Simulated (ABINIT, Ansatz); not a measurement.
This is a calculation of Nb for ABINIT 10.8.3 (patched build). 

Contents of run.abi:

```
pp_dirpath "./"
pseudos "Nb.upf"

acell 5.4462775076 5.4462775076 5.4462775076
rprim
    -0.5773502692     0.5773502692     0.5773502692
     0.5773502692    -0.5773502692     0.5773502692
     0.5773502692     0.5773502692    -0.5773502692
ntypat 1
znucl 41
natom 1
typat 1
xred
     0.0000000000     0.0000000000     0.0000000000

ecut 41.0

kptopt 1
ngkpt 11 11 11
nshiftk 1
shiftk 0.0 0.0 0.0

ixc -116133

nband 11
occopt 3
tsmear 0.05 eV

nstep 100
tolvrs 1.0e-10

iomode 3
prtwf 0
prteig 0
prtebands 0
prtden 1
prtvha 1
prtvclmb 1
prtpot 1
prtelf 1
```

Potentials or basis: PseudoDojo NC SR PBEsol v0.4.1 standard.

Launch:

```bash
$ abinit run.abi > log 2>&1
```

**Question.** Translate it to Ansatz 0.2.0. Potentials or basis there: Ansatz PAW, cutoff 420 eV.

**Answer.** As run (cutoffs and basis follow the program's own potentials, and thresholds, step limits or extra output files can differ):

The input input.yaml:

```yaml
crystal:
  lattice:
    - [-1.66395, 1.66395, 1.66395]
    - [1.66395, -1.66395, 1.66395]
    - [1.66395, 1.66395, -1.66395]
  atoms:
    - { symbol: Nb, position: [0.0, 0.0, 0.0] }
hamiltonian:
  xc: pbesol
  pseudopotentials: { kind: paw }
kpoints:
  mp_grid: { grid: [11, 11, 11] }
scf:
  occupations: { method: fermi_dirac, width: 0.05 }
output:
  forces: true
  stress: true
  eigenvalues: true
```

Potentials or basis: Ansatz PAW.

The run is started by

```bash
$ ansatz run input.yaml --threads 1 --pin off --max-ram 3584MiB --backend cpu --events-out ev --progress --plain --runs-dir out
```

Both were run:

|  | ABINIT | Ansatz |
| --- | --- | --- |
| Pressure | -7.7 GPa | -7.8 GPa |

Ansatz's pressure holds a Pulay term of +0.02 GPa for its cutoff of 420 eV, which the other run lacks.

Ansatz's potentials were made for PBE.

Where Ansatz's input types no cutoff or centring, it takes its own default and a Γ-centred mesh.

Pressure is positive in compression.
